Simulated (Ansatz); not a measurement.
# MoS2 (P-3m1) in Ansatz: further runs

The runs below take MoS2 through single point, with PBE.

Program: Ansatz 0.2.0. These are calculated values, not measurements. Logs are shortened: lines on timing, memory, paths and dates and some standing lists are left out, and cuts for length are marked.

## (1) Starting point

It takes space group P-3m1 (No. 164, trigonal). Conventional cell: a = 3.227 Å, b = 3.227 Å, c = 6.312 Å, α = 90.00°, β = 90.00°, γ = 120.00°. Mo (site symmetry -3m) has 6 S at 2.42 Å as nearest neighbours. S (site symmetry 3m) is surrounded by 3 Mo at 2.42 Å.

Measurements of this composition are mostly on another form, of space group No. 194.

## (2) Single point, PBE

Input file input.yaml:

```yaml
crystal:
  lattice:
    - [3.2274645616, 0.0, 0.0]
    - [-1.6137322808, 2.7950663001, 0.0]
    - [0.0, 0.0, 6.31247342]
  atoms:
    - { symbol: Mo, position: [0.0, 0.0, 0.5] }
    - { symbol: S, position: [0.6666666667, 0.3333333333, 0.74468068] }
    - { symbol: S, position: [0.3333333333, 0.6666666667, 0.25531932] }
hamiltonian:
  xc: pbe
  pseudopotentials: { kind: paw }
kpoints:
  mp_grid: { grid: [9, 9, 4] }
scf:
  occupations: { method: gaussian, width: 0.022 }
output:
  forces: true
  stress: true
  eigenvalues: true
```

Potentials or basis: Ansatz PAW.

Run with:

```bash
$ ansatz run input.yaml --threads 2 --pin off --max-ram 5632MiB --backend cpu --events-out ev --progress --plain --runs-dir out
```

Output:

```text
Warning: RAYON_NUM_THREADS=2 ignored (pool sized by the plan → 2); use --threads N
Engine: ansatz 0.2.0, x86_64-unknown-linux-gnu
Pseudopotentials: kind: paw
Pseudopotential: Mo, paw, valence charge 14, recommended cutoff 420 eV (normal), Mo.paw.azcp
Pseudopotential: S, paw, valence charge 6, recommended cutoff 420 eV (normal), S.paw.azcp
Functional definition: PBE
  parameter kappa = 0.804
  parameter beta = 0.06672455060314922
  exchange = pbe_x(kappa = kappa, mu = beta*pi^2/3)
  correlation = pbe_c(beta = beta)
Crystal: 3 atoms, lattice volume = 56.945 Å³
Basis set: ecut = 420 eV, 1137 PW (Γ), exchange–correlation on 48×48×90 points (8 copies of the dense FFT grid, shifted against one another)
Bands: 17, of which v1, the nominal top of the filled ones, is band 13 counted from 1 (12 counted from 0)
Symmetry: 12 space group operations
Space group: P-3m1 (ITA 164), of the structure as read, at distance tolerance 3.8e-5 Å
k-points: 43 of 324
Non-local potential: Mo, projectors of the file, l = 0: 3, l = 1: 2, l = 2: 2, l = 3: 1
Non-local potential: S, projectors of the file, l = 0: 2, l = 1: 2, l = 2: 2
PAW form: soft (Blöchl's): semilocal exchange-correlation on the pseudo side does not see the compensation charge
PAW one-centre angular grid: Mo, 590 points (default); XC on 64 Gauss nodes
PAW one-centre angular grid: S, 110 points (default); XC on 64 Gauss nodes
Initial density: superposition of atomic densities (neutral atoms: chi_scale 0, normalization atom), corrected by the library's trained network
Initial wavefunctions: pseudopotential atomic-orbital guess
Functional: x = pbe(κ = 0.804, μ = 0.2195149727645171), c = pbe(β = 0.06672455060314922)
SCF iter   1: F=—  HF=-6761.973814 eV  |F-HF|=—  |Δ(HF+E_count)|=         —  Δρ=5.94e-3  dr2=1.62e-2  ethr=1.77e-3  ⟨swp⟩=6.0  Hψ=4061  notcnv=0
preconditioner: auto → LDOS  [metal: Δε(μ)=0.012 eV  Ē_g=7.829 eV  σ=0.022 eV  W_gap=0.30  n_scr=10 (ndim 8)  ℏωp=20.9 eV  f_vac=0.025  D(μ)=3.13/eV (n_scr^D=36)  β→1.0]
SCF iter   2: F=—  HF=-6761.972594 eV  |F-HF|=—  |Δ(HF+E_count)|=   1.22e-3  Δρ=2.77e-3  dr2=2.98e-3  ethr=6.23e-5  ⟨swp⟩=2.1  Hψ=1681  notcnv=0  defer=3
SCF iter   3: F=—  HF=-6761.971603 eV  |F-HF|=—  |Δ(HF+E_count)|=   9.91e-4  Δρ=3.86e-4  dr2=1.44e-4  ethr=1.14e-5  ⟨swp⟩=2.0  Hψ=1331  notcnv=0  defer=3
SCF iter   4: F=—  HF=-6761.971596 eV  |F-HF|=—  |Δ(HF+E_count)|=   6.66e-6  Δρ=1.35e-4  dr2=1.31e-5  ethr=5.54e-7  ⟨swp⟩=2.0  Hψ=1019  notcnv=0  defer=3
SCF iter   5: F=—  HF=-6761.971500 eV  |F-HF|=—  |Δ(HF+E_count)|=   9.57e-5  Δρ=3.70e-5  dr2=1.40e-6  ethr=5.03e-8  ⟨swp⟩=2.6  Hψ=1206  notcnv=0  defer=3
SCF iter   6: F=-6761.971500 eV  HF=-6761.971500 eV  |F-HF|=1.21e-9  |Δ(HF+E_count)|=   9.99e-8  Δρ=6.56e-6  dr2=1.78e-8  ethr=3.85e-10  ⟨swp⟩=4.0  Hψ=3043  notcnv=0
SCF 1 converged in 6 iterations: F = -6761.971500 eV  dr2 = 1.78e-8
SCF converged after 6 iterations
Free energy (F): -6761.971500 eV
Harris-Foulkes:  -6761.971500 eV  (|F-HF|=1.21e-9)
Internal energy: -6761.970819 eV  (E = F + TS)
E sigma→0 (E₀):  -6761.971160 eV
Entropy (-TS):   -0.000681 eV (-0.227 meV/atom)
Fermi energy:    10.100099 eV
--- Per-component energies (eV) ---
  E_band       = -179.818474
  E_kinetic    = 654.514520
  E_local      = -2090.345792  (includes V_loc(G=0)·N_el)
  E_nonlocal   = 199.450308
  E_hartree    = 806.871637
  E_xc         = -377.634950
  E_vxc        = -403.826282  (∫ρ·V_xc dr)
  E_paw        = -4401.545187  (= ΣΔE_a)
  E_vpaw       = -153.358519  (= ΣTr[D̂ρ^β])
  E_aug_tail   = 0.000047  (compensation charges beyond the density's cutoff)
  E_ewald      = -1553.281402
  E_smearing   = -0.000681  (= −TS)
  E_closure    = 0.000000  (closes the sum)
  Σ components = -6761.971500   (vs F -6761.971500, Δ=0.00e0)
--- Forces (eV/Å), atoms counted from 1 ---
  atom   1  Mo     0.00000000    -0.00000000     0.00000000
  atom   2  S     -0.00000000     0.00000000     0.29682667
  atom   3  S      0.00000000    -0.00000000    -0.29682667
  max |Σ_I F_I| component: 5.55e-17 eV/Å
--- Stress (GPa, compression-positive) ---
        0.044029       0.000000      -0.000000
        0.000000       0.044029      -0.000000
        0.000000      -0.000000       3.077282
  P = ⅓ Tr σ = 1.0551 GPa (10.551 kbar)
--- Band table (eV; the first three rows and the last of 43) ---
  k-point 0: bands = ["-51.6715", "-25.7001", "-25.6697", "-25.6697", "-4.7211", "-3.2784", "3.4617", "6.0845", "6.0845", "8.2798", "9.0631", "9.1658", "9.1658", "9.7896", "9.7896", "13.3024", "13.3024"]
  k-point 1: bands = ["-51.6715", "-25.7001", "-25.6697", "-25.6697", "-4.6405", "-3.4149", "3.7962", "6.0891", "6.0891", "7.3019", "9.1628", "9.1628", "9.7217", "9.7557", "9.7557", "13.3800", "13.3800"]
  k-point 2: bands = ["-51.6715", "-25.7002", "-25.6697", "-25.6697", "-4.5403", "-3.5687", "4.2410", "6.0938", "6.0938", "6.5433", "9.1598", "9.1598", "9.7226", "9.7226", "10.0458", "13.4582", "13.4582"]
  k-point 42: bands = ["-51.6362", "-25.8948", "-25.8948", "-25.6266", "-2.6461", "-2.6461", "4.5709", "4.5709", "4.9253", "6.3090", "6.3090", "6.3448", "10.4849", "10.4849", "10.7496", "13.7212", "13.7212"]
```

It took 7 s on 2 threads of Intel Xeon at 2.50GHz (Skylake/Cascade Lake), shared host; peak memory 0.36 GiB.

Results:

```
Free energy            : -6761.9715 eV
Pressure               : 1.1 GPa
Largest force          : 0.297 eV/Å
Band gap on the k mesh : none (metal or under the smearing width)
```

Forces on the atoms (eV/Å):
```
Mo   0.000  0.000  0.000
S    0.000  0.000  0.297
S    0.000  0.000 -0.297
```

Caveat: this functional lacks dispersion, which binds the layers, so the pressure and a relaxed spacing across them are unreliable.

## (3) Single point, PBE

Edit input.yaml of step 2 so:

```diff
@@ -15,3 +15,3 @@
 scf:
-  occupations: { method: gaussian, width: 0.022 }
+  occupations: { method: gaussian, width: 0.023 }
 output:
@@ -20 +20,5 @@
   eigenvalues: true
+  write_density: true
+  write_potential: true
+  elf: true
+  volumetric_format: npy
```

Potentials or basis: Ansatz PAW.

Run with:

```bash
$ ansatz run input.yaml --threads 2 --pin off --max-ram 5632MiB --backend cpu --events-out ev --progress --plain --runs-dir out
```

Wall time 5.6 s (2 threads of Intel Xeon at 2.50GHz (Skylake/Cascade Lake), shared host); peak memory 0.37 GiB.

It converged, with:

```
Free energy            : -6761.9715 eV
Pressure               : 1.1 GPa
Largest force          : 0.297 eV/Å
Band gap on the k mesh : none (metal or under the smearing width)
```

Forces on the atoms (eV/Å):
```
Mo   0.000  0.000  0.000
S    0.000  0.000  0.297
S    0.000  0.000 -0.297
```

Stress tensor (GPa, compression positive):
```
0.04 0.00 0.00
0.00 0.04 0.00
0.00 0.00 3.08
```

Levels at points of the mesh, in eV from the Fermi level:
```
            k point  band 10  band 11  band 12  band 13  band 14  band 15  band 16  band 17
 (0.00, 0.00, 0.00)    -1.82    -1.04    -0.93    -0.93    -0.31    -0.31     3.20     3.20
(0.00, 0.00, -0.50)    -3.56    -0.94    -0.94    -0.38    -0.38    -0.05     3.36     3.36
```

Caveat: this functional lacks dispersion, which binds the layers, so the pressure and a relaxed spacing across them are unreliable.
